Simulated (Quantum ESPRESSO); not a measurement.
# NiO (P1) in Quantum ESPRESSO: convergence with wavefunction cutoff

Aim: find how far wavefunction cutoff must go before the results for NiO settle, at PBE. This setting moves, with any that are tied to it; all else stays.

All numbers are computed with Quantum ESPRESSO 7.5; they aren't measurements. Logs are shortened: lines on timing, memory, paths and dates and some standing lists are left out, and cuts for length are marked.

### 1 The cell of the first run

The typed cell holds 2 atoms: a = 2.950 Å, b = 2.950 Å, c = 2.950 Å, α = 60.00°, β = 60.00°, γ = 60.00°.

The cell isn't the ideal one: atoms moved at random, drawn with an rms of 0.1 Å.

### 2 With wavefunction cutoff 42 Ry

The input, pw.in:

```
&CONTROL
  calculation = 'scf'
  prefix = 'pwscf'
  outdir = './tmp'
  pseudo_dir = './pseudo'
  tprnfor = .true.
  tstress = .true.
  disk_io = 'nowf'
/
&SYSTEM
  ibrav = 0
  nat = 2
  ntyp = 2
  ecutwfc = 42
  nbnd = 22
  occupations = 'smearing'
  smearing = 'fd'
  degauss = 0.00734986
  nspin = 2
  starting_magnetization(1) = 0.0556
  starting_magnetization(2) = 0
/
&ELECTRONS
  conv_thr = 4d-10
  electron_maxstep = 120
  mixing_beta = 0.3
/
ATOMIC_SPECIES
Ni    58.6934 Ni.upf
O     15.9990 O.upf
CELL_PARAMETERS angstrom
   0.0000000000    2.0859016414    2.0859016414
   2.0859016414    0.0000000000    2.0859016414
   2.0859016414    2.0859016414    0.0000000000
ATOMIC_POSITIONS crystal
Ni     0.0054750000   -0.0250590000    0.0180890000
O      0.5168140000    0.5086400000    0.4567700000
K_POINTS automatic
4 4 4 0 0 0
```

Potentials or basis: PseudoDojo 0.5 SR PBE stringent.

Command:

```sh
> OMP_NUM_THREADS=1 pw.x -in pw.in > pw.out
```

pw.out:

```text
This program is part of the open-source Quantum ESPRESSO suite
     for quantum simulation of materials; please cite
[... 6 lines left out ...]
     --------------------
     sticks:   dense  smooth     PW     G-vecs:    dense   smooth      PW
     Sum         361     361    121                 4573     4573     869

     Using Slab Decomposition

     bravais-lattice index     =            0
     lattice parameter (alat)  =       5.5745  a.u.
     unit-cell volume          =     122.4921 (a.u.)^3
     number of atoms/cell      =            2
     number of atomic types    =            2
     number of electrons       =        24.00
     number of Kohn-Sham states=           22
     kinetic-energy cutoff     =      42.0000  Ry
     charge density cutoff     =     168.0000  Ry
     scf convergence threshold =      4.0E-10
     mixing beta               =       0.3000
     number of iterations used =            8  plain     mixing
     Exchange-correlation= PBE
                           (   1   4   3   4   0   0   0)

     celldm(1)=   5.574523  celldm(2)=   0.000000  celldm(3)=   0.000000
     celldm(4)=   0.000000  celldm(5)=   0.000000  celldm(6)=   0.000000

     crystal axes: (cart. coord. in units of alat)
               a(1) = (   0.000000   0.707107   0.707107 )
               a(2) = (   0.707107   0.000000   0.707107 )
               a(3) = (   0.707107   0.707107   0.000000 )

     reciprocal axes: (cart. coord. in units 2 pi/alat)
               b(1) = ( -0.707107  0.707107  0.707107 )
               b(2) = (  0.707107 -0.707107  0.707107 )
               b(3) = (  0.707107  0.707107 -0.707107 )

     PseudoPot. # 1 for Ni read from file:
     Ni.upf
     Pseudo is Norm-conserving + core correction, Zval = 18.0
     Generated using ONCVPSP code by D. R. Hamann
     Using radial grid of 1372 points,  6 beta functions with:
                l(1) =   0
                l(2) =   0
                l(3) =   1
                l(4) =   1
                l(5) =   2
                l(6) =   2

     PseudoPot. # 2 for O  read from file:
     O.upf
     Pseudo is Norm-conserving + core correction, Zval =  6.0
     Generated using ONCVPSP code by D. R. Hamann
     Using radial grid of  936 points,  5 beta functions with:
                l(1) =   0
                l(2) =   0
                l(3) =   1
                l(4) =   1
                l(5) =   2

     atomic species   valence    mass     pseudopotential
     Ni               18.00    58.69340     Ni( 1.00)
     O                 6.00    15.99900     O ( 1.00)

     Starting magnetic structure
     atomic species   magnetization
     Ni              0.056
     O               0.000

     No symmetry found

   Cartesian axes

     site n.     atom                  positions (alat units)
         1        Ni     tau(   1) = (  -0.0049285   0.0166623  -0.0138480  )
         2        O      tau(   2) = (   0.6826480   0.6884278   0.7251055  )

     number of k points=    36  Fermi-Dirac smearing, width (Ry)=  0.0073
                       cart. coord. in units 2pi/alat
        k(    1) = (   0.0000000   0.0000000   0.0000000), wk =   0.0156250
        k(    2) = (   0.1767767   0.1767767  -0.1767767), wk =   0.0312500
        k(    3) = (  -0.3535534  -0.3535534   0.3535534), wk =   0.0156250
        k(    4) = (   0.3535534   0.0000000   0.0000000), wk =   0.0312500
        k(    5) = (  -0.1767767  -0.5303301   0.5303301), wk =   0.0312500
        k(    6) = (   0.0000000  -0.3535534   0.3535534), wk =   0.0312500
[... 28 lines left out ...]
        k(   35) = (   0.3535534  -0.7071068   0.0000000), wk =   0.0312500
        k(   36) = (   0.7071068  -0.0000000   0.3535534), wk =   0.0312500

     Dense  grid:     4573 G-vectors     FFT dimensions: (  24,  24,  24)

     Check: negative core charge=   -0.000635
     Generating pointlists ...
     new r_m :   0.2775 (alat units)  1.5471 (a.u.) for type    1
     new r_m :   0.2775 (alat units)  1.5471 (a.u.) for type    2

     Initial potential from superposition of free atoms

     starting charge      23.9998, renormalised to      24.0000
     Starting wfcs are   14 randomized atomic wfcs +    8 random wfcs

     Self-consistent Calculation

     iteration #  1     ecut=    42.00 Ry     beta= 0.30
     Davidson diagonalization with overlap
     ethr =  1.00E-02,  avg # of iterations =  6.0

     total energy              =    -365.04205994 Ry
     estimated scf accuracy    <       3.46057731 Ry

     total magnetization       =     1.35 Bohr mag/cell
     absolute magnetization    =     1.35 Bohr mag/cell

     iteration #  2     ecut=    42.00 Ry     beta= 0.30
     Davidson diagonalization with overlap
     ethr =  1.00E-02,  avg # of iterations =  2.0

     total energy              =    -365.63889301 Ry
     estimated scf accuracy    <       0.99444442 Ry

     total magnetization       =     0.42 Bohr mag/cell
     absolute magnetization    =     0.42 Bohr mag/cell
[... 121 lines left out ...]
     iteration # 15     ecut=    42.00 Ry     beta= 0.30
     Davidson diagonalization with overlap
     ethr =  4.19E-12,  avg # of iterations =  2.0

     total energy              =    -365.71481957 Ry
     estimated scf accuracy    <          6.9E-10 Ry

     total magnetization       =     1.37 Bohr mag/cell
     absolute magnetization    =     1.37 Bohr mag/cell

     iteration # 16     ecut=    42.00 Ry     beta= 0.30
     Davidson diagonalization with overlap
     ethr =  2.86E-12,  avg # of iterations =  2.0

     Magnetic moment per site  (integrated on atomic sphere of radius R)
     atom   1 (R=0.278)  charge= 15.2565  magn=  1.0341
     atom   2 (R=0.278)  charge=  5.3595  magn=  0.2298

     End of self-consistent calculation

 ------ SPIN UP ------------

          k = 0.0000 0.0000 0.0000 (   537 PWs)   bands (ev):

  -101.4418 -57.3298 -57.3004 -57.2574  -6.0501  11.4173  11.4566  11.5040
    12.8461  12.8904  13.2329  13.3293  13.5096  15.8383  33.0702  35.1551
    35.3275  35.5877  36.8827  37.0932  37.4494  42.5957

          k = 0.1768 0.1768-0.1768 (   564 PWs)   bands (ev):

  -101.4931 -57.7791 -57.7619 -57.7309  -5.4518   8.3859   9.5464   9.5819
    12.7077  12.7166  13.1186  14.7025  14.7524  18.9119  27.4300  31.2889
    31.3326  35.3264  38.2740  38.2789  43.7539  46.7877

          k =-0.3536-0.3536 0.3536 (   568 PWs)   bands (ev):

  -101.4983 -57.8746 -57.8442 -57.6823  -4.7400   6.4449   8.6139   8.6420
    13.0197  13.0234  14.1029  15.7863  15.8076  20.5054  24.4804  28.6424
    28.6694  37.0177  41.6844  41.9322  41.9829  44.0210
[... 187 lines left out ...]
          k = 0.3536-0.7071 0.0000 (   560 PWs)   bands (ev):

  -101.4819 -57.6767 -57.6326 -57.5304  -4.5945   8.4847   8.6448   8.8080
    13.0993  13.3504  13.5705  13.6332  14.4664  22.5859  26.1954  26.2312
    28.2072  37.7562  37.8781  46.2706  47.2326  47.6671

          k = 0.7071-0.0000 0.3536 (   560 PWs)   bands (ev):

  -101.4818 -57.6657 -57.6275 -57.5477  -4.5905   8.5023   8.6300   8.7636
    13.1162  13.4226  13.5974  13.6507  14.4109  22.5531  26.1388  26.1960
    28.2937  37.7646  37.8599  46.2938  47.1351  47.7003

 ------ SPIN DOWN ----------

          k = 0.0000 0.0000 0.0000 (   537 PWs)   bands (ev):

  -100.4483 -56.1542 -56.1391 -56.1127  -5.6704  11.9240  12.0207  12.0565
    13.6563  13.8408  14.1451  14.8071  14.8921  16.1669  33.0912  35.4079
    35.5883  35.8318  37.2600  37.4408  37.7701  43.0977

          k = 0.1768 0.1768-0.1768 (   564 PWs)   bands (ev):

  -100.4987 -56.6423 -56.5951 -56.5794  -5.0573   8.7771  10.4346  10.4527
    13.5455  13.5710  13.7903  16.1042  16.1144  19.2743  27.7028  31.5896
    31.6442  35.5269  38.5580  38.5674  43.9422  47.2398

          k =-0.3536-0.3536 0.3536 (   568 PWs)   bands (ev):

  -100.5047 -56.7072 -56.6915 -56.5504  -4.3248   6.7798   9.5264   9.5482
    13.8791  13.8898  14.8243  17.2332  17.2427  20.6759  24.9587  28.8848
    28.9235  37.2673  41.9318  42.2480  42.2825  44.2629
[... 187 lines left out ...]
          k = 0.3536-0.7071 0.0000 (   560 PWs)   bands (ev):

  -100.4884 -56.5101 -56.4833 -56.3846  -4.1490   8.9086   8.9999   9.4143
    14.1750  14.2441  14.4084  15.0729  15.9998  23.0700  26.5259  26.5474
    28.4977  38.0139  38.1118  46.7398  47.5956  47.7905

          k = 0.7071-0.0000 0.3536 (   560 PWs)   bands (ev):

  -100.4884 -56.5031 -56.4832 -56.3928  -4.1454   8.9198   8.9830   9.3873
    14.2143  14.2889  14.4184  15.0745  15.9733  23.0356  26.4592  26.5187
    28.5960  38.0102  38.0980  46.7550  47.5064  47.8125

     the Fermi energy is    15.1977 ev

!    total energy              =    -365.71481957 Ry
     estimated scf accuracy    <          2.6E-11 Ry
     smearing contrib. (-TS)   =      -0.00208530 Ry
     internal energy E=F+TS    =    -365.71273427 Ry

     The total energy is F=E-TS. E is the sum of the following terms:
     one-electron contribution =    -176.34066704 Ry
     hartree contribution      =     100.02378852 Ry
     xc contribution           =     -50.47339382 Ry
     ewald contribution        =    -238.92246193 Ry

     total magnetization       =     1.37 Bohr mag/cell
     absolute magnetization    =     1.37 Bohr mag/cell

     convergence has been achieved in  16 iterations

     Forces acting on atoms (cartesian axes, Ry/au):

     atom    1 type  1   force =    -0.00173195   -0.00073485    0.00134846
     atom    2 type  2   force =     0.00173195    0.00073485   -0.00134846

     Total force =     0.003274     Total SCF correction =     0.000011

     Computing stress (Cartesian axis) and pressure

          total   stress  (Ry/bohr**3)                   (kbar)     P=   -18038.56
  -0.12274120  -0.00002251   0.00002108       -18055.85       -3.31        3.10
  -0.00002251  -0.12253403   0.00002991           -3.31   -18025.38        4.40
   0.00002108   0.00002991  -0.12259569            3.10        4.40   -18034.45

=------------------------------------------------------------------------------=
   JOB DONE.
=------------------------------------------------------------------------------=
```

It took 15 s on 1 thread of Intel Xeon Platinum 8488C (Sapphire Rapids), shared host; peak memory 0.05 GiB.

Results:

```yaml
Free_energy: -4975.8036 eV
Pressure: -1803.9 GPa
Largest_force: 0.060 eV/Å
Band_gap_on_the_k_mesh: none (metal or under the smearing width)
Net_moment: 1.37 μB per cell
Absolute_moment: 1.37 μB per cell
Site_moments: Ni +1.03; O +0.23 μB
Valence_electrons_inside_the_program's_atomic_spheres: Ni 15.26; O 5.36
```

### 3 With wavefunction cutoff 52 Ry

pw.in: that of step 2 with these lines changed.

```diff
@@ -13,3 +13,3 @@
   ntyp = 2
-  ecutwfc = 42
+  ecutwfc = 52
   nbnd = 22
```

Potentials or basis: PseudoDojo 0.5 SR PBE stringent.

Command:

```sh
> OMP_NUM_THREADS=1 pw.x -in pw.in > pw.out
```

Wall time 14 s (1 thread of Intel Xeon Platinum 8488C (Sapphire Rapids), shared host); peak memory 0.05 GiB.

What came out:

* Free energy: -5026.5199 eV
* Pressure: -943.6 GPa
* Largest force: 0.593 eV/Å
* Band gap on the k mesh: none (metal or under the smearing width)
* Net moment: 1.61 μB per cell
* Absolute moment: 1.62 μB per cell
* Site moments: Ni +1.25; O +0.27 μB
* Valence electrons inside the program's atomic spheres: Ni 15.39; O 5.42

### 4 With wavefunction cutoff 62 Ry

pw.in: that of step 3 with these lines changed.

```diff
@@ -13,3 +13,3 @@
   ntyp = 2
-  ecutwfc = 52
+  ecutwfc = 62
   nbnd = 22
```

Command:

```sh
> OMP_NUM_THREADS=1 pw.x -in pw.in > pw.out
```

Run time: 25 s. Hardware: 1 thread of Intel Xeon Platinum 8488C (Sapphire Rapids), shared host; peak memory 0.06 GiB.

Results:

- Free energy: -5046.0924 eV
- Pressure: -399.1 GPa
- Largest force: 0.515 eV/Å
- Band gap on the k mesh: none (metal or under the smearing width)
- Net moment: 1.53 μB per cell
- Absolute moment: 1.54 μB per cell
- Site moments: Ni +1.22; O +0.25 μB
- Valence electrons inside the program's atomic spheres: Ni 15.46; O 5.43

### 5 With wavefunction cutoff 73 Ry

pw.in: that of step 4 with these lines changed.

```diff
@@ -13,3 +13,3 @@
   ntyp = 2
-  ecutwfc = 62
+  ecutwfc = 73
   nbnd = 22
```

Command:

```sh
> OMP_NUM_THREADS=1 pw.x -in pw.in > pw.out
```

Run time: 27 s. Hardware: 1 thread of Intel Xeon Platinum 8488C (Sapphire Rapids), shared host; peak memory 0.07 GiB.

What came out:

- Free energy: -5052.6934 eV
- Pressure: -105.6 GPa
- Largest force: 0.621 eV/Å
- Band gap on the k mesh: none (metal or under the smearing width)
- Net moment: 1.58 μB per cell
- Absolute moment: 1.58 μB per cell
- Site moments: Ni +1.26; O +0.25 μB
- Valence electrons inside the program's atomic spheres: Ni 15.46; O 5.44

### 6 With wavefunction cutoff 83 Ry

pw.in: that of step 5 with these lines changed.

```diff
@@ -13,3 +13,3 @@
   ntyp = 2
-  ecutwfc = 73
+  ecutwfc = 83
   nbnd = 22
```

Potentials or basis: PseudoDojo 0.5 SR PBE stringent.

Command:

```sh
> OMP_NUM_THREADS=1 pw.x -in pw.in > pw.out
```

Wall time 43 s (1 thread of Intel Xeon Platinum 8488C (Sapphire Rapids), shared host); peak memory 0.08 GiB.

Results (log left out):

| Property | Result |
| --- | --- |
| Free energy | -5053.9727 eV |
| Pressure | -17.9 GPa |
| Largest force | 0.618 eV/Å |
| Band gap on the k mesh | none (metal or under the smearing width) |
| Net moment | 1.59 μB per cell |
| Absolute moment | 1.60 μB per cell |
| Site moments | Ni +1.27; O +0.25 μB |
| Valence electrons inside the program's atomic spheres | Ni 15.46; O 5.44 |

### 7 With wavefunction cutoff 94 Ry

pw.in: that of step 6 with these lines changed.

```diff
@@ -13,3 +13,3 @@
   ntyp = 2
-  ecutwfc = 83
+  ecutwfc = 94
   nbnd = 22
```

Command:

```sh
> OMP_NUM_THREADS=1 pw.x -in pw.in > pw.out
```

Run time: 42 s. Hardware: 1 thread of Intel Xeon Platinum 8488C (Sapphire Rapids), shared host; peak memory 0.1 GiB.

It converged, with:

```yaml
Free_energy: -5054.1786 eV
Pressure: 3.4 GPa
Largest_force: 0.610 eV/Å
Band_gap_on_the_k_mesh: none (metal or under the smearing width)
Net_moment: 1.60 μB per cell
Absolute_moment: 1.61 μB per cell
Site_moments: Ni +1.28; O +0.25 μB
Valence_electrons_inside_the_program's_atomic_spheres: Ni 15.46; O 5.44
```

### 8 With wavefunction cutoff 104 Ry

pw.in: that of step 7 with these lines changed.

```diff
@@ -13,3 +13,3 @@
   ntyp = 2
-  ecutwfc = 94
+  ecutwfc = 104
   nbnd = 22
```

Command:

```sh
> OMP_NUM_THREADS=1 pw.x -in pw.in > pw.out
```

It took 60 s on 1 thread of Intel Xeon Platinum 8488C (Sapphire Rapids), shared host; peak memory 0.11 GiB.

The run converged. Its results:

```
Free energy                                           : -5054.1910 eV
Pressure                                              : 5.5 GPa
Largest force                                         : 0.609 eV/Å
Band gap on the k mesh                                : none (metal or under the smearing width)
Net moment                                            : 1.60 μB per cell
Absolute moment                                       : 1.61 μB per cell
Site moments                                          : Ni +1.28; O +0.25 μB
Valence electrons inside the program's atomic spheres : Ni 15.45; O 5.44
```

### 9 With wavefunction cutoff 125 Ry

pw.in: that of step 8 with these lines changed.

```diff
@@ -13,3 +13,3 @@
   ntyp = 2
-  ecutwfc = 104
+  ecutwfc = 125
   nbnd = 22
```

Potentials or basis: PseudoDojo 0.5 SR PBE stringent.

Command:

```sh
> OMP_NUM_THREADS=1 pw.x -in pw.in > pw.out
```

It took 75 s on 1 thread of Intel Xeon Platinum 8488C (Sapphire Rapids), shared host; peak memory 0.13 GiB.

It converged, with:

```
Free energy                                           : -5054.1924 eV
Pressure                                              : 5.5 GPa
Largest force                                         : 0.609 eV/Å
Band gap on the k mesh                                : none (metal or under the smearing width)
Net moment                                            : 1.60 μB per cell
Absolute moment                                       : 1.61 μB per cell
Site moments                                          : Ni +1.28; O +0.25 μB
Valence electrons inside the program's atomic spheres : Ni 15.45; O 5.44
```

### 10 With wavefunction cutoff 156 Ry

pw.in: that of step 9 with these lines changed.

```diff
@@ -13,3 +13,3 @@
   ntyp = 2
-  ecutwfc = 125
+  ecutwfc = 156
   nbnd = 22
```

Command:

```sh
> OMP_NUM_THREADS=1 pw.x -in pw.in > pw.out
```

Wall time 98 s (1 thread of Intel Xeon Platinum 8488C (Sapphire Rapids), shared host); peak memory 0.17 GiB.

Results (log left out):

```yaml
Free_energy: -5054.1935 eV
Pressure: 5.6 GPa
Largest_force: 0.609 eV/Å
Band_gap_on_the_k_mesh: none (metal or under the smearing width)
Net_moment: 1.60 μB per cell
Absolute_moment: 1.61 μB per cell
Site_moments: Ni +1.28; O +0.25 μB
Valence_electrons_inside_the_program's_atomic_spheres: Ni 15.45; O 5.44
```

### 11 The series at a glance

```tsv
wavefunction cutoff	energy less the tightest run, at zero smearing (meV/atom)	pressure (GPa)	largest force (eV/Å)	absolute moment (μB)	SCF cycles	CPU time (s)	peak memory (GiB)
42 Ry	39192.83	-1803.86	0.060	1.37	16	15	0.05
52 Ry	13839.35	-943.64	0.593	1.62	15	14	0.05
62 Ry	4050.25	-399.10	0.515	1.54	14	25	0.06
73 Ry	750.31	-105.64	0.621	1.58	15	27	0.07
83 Ry	110.41	-17.93	0.618	1.60	15	43	0.08
94 Ry	7.46	3.36	0.610	1.61	15	42	0.1
104 Ry	1.23	5.49	0.609	1.61	15	60	0.11
125 Ry	0.54	5.54	0.609	1.61	15	75	0.13
156 Ry	0.00	5.56	0.609	1.61	15	98	0.17
```

Against the tightest run, the energy stays within 1 meV/atom from 125 Ry on; the pressure stays within 0.1 GPa from 104 Ry on; the largest force stays within 0.005 eV/Å from 94 Ry on; the absolute moment stays within 0.02 μB from 83 Ry on. The tightest run that finished is the yardstick and may itself not be fully converged.

Caveats: all runs use coarse meshes; a cell with one magnetic atom can't hold antiferromagnetic order, which such compounds often take; semilocal functionals often make such compounds metallic where correlation or magnetic order opens a gap, which also shifts bond lengths.
